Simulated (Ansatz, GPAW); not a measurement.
**One calculation of KCl, 3 ways**

```
K Cl
1.0
     0.00000    3.14647    3.14647
     3.14647    0.00000    3.14647
     3.14647    3.14647    0.00000
K Cl
1 1
Direct
  0.00000 0.00000 0.00000
  0.50000 0.50000 0.50000
```

Alike in all runs: task single point; functional BLYP; dispersion D3(BJ); k mesh 7 × 7 × 7; occupations gaussian, width 0.1 eV; collinear spin, ferromagnetic start; no spin-orbit coupling. Pressure is positive in compression and, in plane waves, holds the error of the finite cutoff, which Ansatz's Pulay term estimates and takes out.

| program and potentials | plane-wave cutoff (eV) | notes | pressure (GPa) | net moment per atom (μB) |
| --- | --- | --- | --- | --- |
| Ansatz, Ansatz PAW | 420 | potentials made for PBE, which Ansatz adapts in part | -0.73 | 0.00 |
| GPAW, PAW data sets generated for this functional | 600 | - | -0.81 | 0.00 |
| Ansatz, all-electron LAPW, scalar-relativistic | - | - | ? | ? |

**Question.** Estimate from the other rows what the run with Ansatz, all-electron LAPW, scalar-relativistic gave.

**Answer.** Pressure -0.72 GPa; net moment per atom 0.00 μB. The other rows, which needn't bracket it: pressure -0.81 to -0.73; net moment per atom 0.00.
